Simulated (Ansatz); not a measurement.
Polymorphs of Be3H

Method: Ansatz, DFT PBE, scalar-relativistic, plane waves, PAW. All cells share a 420 eV cutoff and Γ-centred k meshes spaced at most 0.3 Å⁻¹ (0.19 for metals, 2π included).

All energies are static (0 K, no zero-point motion). The comparison covers the computed candidates alone. For metals, differences of a few meV/atom aren't resolved. No run is spin-polarised.

| # | started from | space group | atoms | V (Å³/atom) | ΔE (meV/atom) | gap on mesh (eV) | rattle test |
| --- | --- | --- | --- | --- | --- | --- | --- |
| 1 | a rattled cell | Cm (No. 8) | 8 | 7.6 | 0 | 0.00 | - |
| 2 | a random cell | P-3 (No. 147) | 8 | 7.2 | 139 | 0.00 | - |
| 3 | Cu3Au (L1_2) type | Pm-3m (No. 221) | 4 | 7.3 | 445 | 0.00 | falls lower |

The lowest structure: Space group Cm (No. 8), monoclinic, a = 4.714 Å, b = 5.837 Å, c = 4.444 Å, β = 96.6°. Be on Wyckoff site b (2 atoms of the primitive cell) is coordinated by 1 H at 1.43 Å; Be on Wyckoff site b (2 atoms of the primitive cell) is coordinated by 1 H at 1.50 Å; Be on Wyckoff site a (1 atom of the primitive cell) is coordinated by 1 H at 1.55 Å; around Be on Wyckoff site a (1 atom of the primitive cell) lie 10 Be at 2.08–2.32 Å and 2 H at 2.38–2.50 Å (next H at 2.76 Å); around H on Wyckoff site a (1 atom of the primitive cell) lie 2 Be at 1.43 Å. Its energy against the elements is 0.25 eV/atom, so it is unstable even against them. Energies over the elements count from the lowest elemental structures computed at the same level (H₂ as a molecule), with no empirical corrections.

```cif
data_structure
_symmetry_space_group_name_H-M 'Cm'
_symmetry_Int_Tables_number 8
_cell_length_a 4.7140
_cell_length_b 5.8373
_cell_length_c 4.4441
_cell_angle_alpha 90.000
_cell_angle_beta 96.607
_cell_angle_gamma 90.000
_cell_volume 121.48
loop_
_atom_site_label
_atom_site_type_symbol
_atom_site_symmetry_multiplicity
_atom_site_Wyckoff_symbol
_atom_site_fract_x
_atom_site_fract_y
_atom_site_fract_z
_atom_site_occupancy
Be1 Be 4 b 0.30806 0.30577 0.31638 1
Be2 Be 4 b 0.66739 0.72844 0.78136 1
Be3 Be 2 a 0.45434 0.00000 0.03811 1
Be4 Be 2 a 0.47268 0.00000 0.53544 1
H1 H 2 a 0.99145 0.00000 0.30507 1
H2 H 2 a 0.13063 0.00000 0.92589 1
```

The second: Space group P-3 (No. 147), trigonal, a = 4.325 Å, c = 3.578 Å. Be is coordinated by 1 H at 1.56 Å; around H lie 3 Be at 1.56 Å and 3 Be at 1.96 Å.